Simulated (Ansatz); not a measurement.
# HfN (NiAs type): the cost of one run

Program: Ansatz 0.2.0. Level of theory: DFT PBE, with the methods named in each step. These are calculated values, not measurements.

1 further run of the same task is left out (it didn't finish).

## 1. The structure to begin with

Symmetry: P6_3/mmc, No. 194, hexagonal system. The conventional cell has a = 3.158 Å, b = 3.158 Å, c = 5.668 Å, α = 90.00°, β = 90.00°, γ = 120.00°. Hf (site symmetry -3m) has 6 N at 2.31 Å as nearest neighbours. N (site symmetry -6m2) is surrounded by 6 Hf at 2.31 Å.

Coordinates:

```
CELL_PARAMETERS angstrom
3.15800 0.00000 0.00000
-1.57900 2.73491 0.00000
0.00000 0.00000 5.66834
ATOMIC_POSITIONS crystal
Hf 0.00000 0.00000 0.00000
Hf 0.00000 0.00000 0.50000
N 0.33333 0.66667 0.25000
N 0.66667 0.33333 0.75000
```

Whether this phase is the stable one at these pressures isn't tested.

Atoms are numbered in the order of the input: Hf1, Hf2, N3, N4.

## 2. The reference volume, LAPW

The input, input.yaml:

```yaml
crystal:
  lattice:
    - [3.1579986764, 0.0, 0.0]
    - [-1.5789993382, 2.7349070789, 0.0]
    - [0.0, 0.0, 5.6683379924]
  atoms:
    - { symbol: Hf, position: [0.0, 0.0, 0.0] }
    - { symbol: Hf, position: [0.0, 0.0, 0.5] }
    - { symbol: "N", position: [0.3333333333, 0.6666666667, 0.25] }
    - { symbol: "N", position: [0.6666666667, 0.3333333333, 0.75] }
kpoints:
  mp_grid: { grid: [10, 10, 6] }
  band_path:
    path:
      - [0.0, 0.0, 0.0]
      - [0.5, 0.0, 0.0]
      - [0.3333333333, 0.3333333333, 0.0]
      - [0.0, 0.0, 0.0]
      - [0.0, 0.0, 0.5]
      - [0.5, 0.0, 0.5]
      - [0.3333333333, 0.3333333333, 0.5]
      - [0.0, 0.0, 0.5]
      - [0.5, 0.0, 0.5]
    npoints: 14
scf:
  occupations: { method: fermi_dirac, width: 0.05 }
hamiltonian:
  xc: pbe
  pseudopotentials: { kind: all_electron, lapw: { basis_error: 0.001 } }
output:
  forces: true
  stress: true
  eigenvalues: true
  populations: true
  dos: { projected: true, de: 0.2, e_range: [-14, 8] }
```

Launch:

```console
$ ansatz run input.yaml --threads 1 --pin off --max-ram 3072MiB --backend cpu --events-out ev --progress --plain --runs-dir out
```

**Question.** How long does this run take on 1 thread of Intel Xeon Platinum 8488C (Sapphire Rapids), shared host, and how much memory does it need?

About 69 s, with a peak of 0.65 GiB.
